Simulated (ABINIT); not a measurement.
Runs of ABINIT 10.8.3 (patched build) on CdSe. The structure is cubic, space group F-43m (No. 216). The conventional cell has a = 6.141 Å, b = 6.141 Å, c = 6.141 Å, α = 90.00°, β = 90.00°, γ = 90.00°. Cd (site symmetry -43m) is surrounded by 4 Se at 2.66 Å. Se (site symmetry -43m) is surrounded by 4 Cd at 2.66 Å. Measurements of this composition are mostly on another form, of space group No. 186.

```csv
task,level,potentials or basis,k mesh,cutoff (eV),smearing,fine-grid cutoff,most SCF steps,gap on the mesh (eV),pressure (GPa)
single point,PBE,SG15 NC PBE v1.2,6 × 6 × 6,490,fixed,-,-,0.54,1.3
band structure,r2SCAN,SG15 NC PBE v1.2,5 × 5 × 5,707,fermi-dirac 0.05 eV,-,-,0.84,(a)
band structure,r2SCAN,JTH PAW PBE v2.0,5 × 5 × 5,707,fermi-dirac 0.05 eV,1306.15 eV,-,1.01,(b)
single point,PBE0,SG15 NC PBE v1.2,6 × 6 × 6,490,fixed,-,60,1.90,-0.4
band structure,r2SCAN,Ansatz NC r2SCAN,5 × 5 × 5,1578,fermi-dirac 0.05 eV,-,-,1.03,-0.2
band structure,r2SCAN,"Ansatz PAW PBE default generated set, frozen core",5 × 5 × 5,490,fermi-dirac 0.05 eV,979.61 eV,-,1.03,-0.2
band structure,r2SCAN,PseudoDojo NC SR PBE v0.4.1 standard,5 × 5 × 5,1742,fermi-dirac 0.05 eV,-,-,0.91,-0.8
```

Alike in all rows: no spin polarisation; cell as given.

Question: Fill in the values left out.

Answer: (a) 0.0; (b) -0.3.

Caveats: the potentials were made for another functional, which shifts forces and pressure (some runs); the PAW data sets were made with another functional, which shifts forces and pressure a little (some runs); the atomic spheres overlap (some runs); a meta-GGA on potentials with a model core is unreliable (some runs).

A k mesh can miss the band edges, and the runs leave out spin-orbit coupling on Cd, Se.

The runs don't all hold the same shells in valence.
